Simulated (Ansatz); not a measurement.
Chalcopyrite CuInS2, treated with PBE-D3(BJ) (Ansatz, a program for electronic structure, PAW).

Numerical settings: plane-wave cutoff 500 eV, 10×10×10 k mesh, Fermi–Dirac smearing 0.05 eV, no spin polarisation, scalar-relativistic PAW data made under PBE.

Computed at the level's own relaxed cell.

Problem. Predict the volume per atom, lattice parameter a and c axis length.

Solution. 
volume per atom: 21.02 Å³/atom
lattice parameter a: 5.507 Å
c axis length: 11.090 Å

Measured, for comparison: lattice constant a 5.523 Å, lattice parameter c 11.133 Å (298 K, not corrected to a static lattice; as tabulated in Abstract on Scilit: Piezoelectric nonlinear optic CuGaS2 and CuInS2 crystal …). Computed (rounded) less measured: lattice constant a -0.3 %, lattice parameter c -0.4 %. A static lattice is as a rule a little smaller and stiffer than an uncorrected measurement, which can account for part of this.

Spin–orbit coupling is not included.

The computed numbers hold no vibrational or temperature effects.

Computing time: about 9 core-minutes (a rough figure).
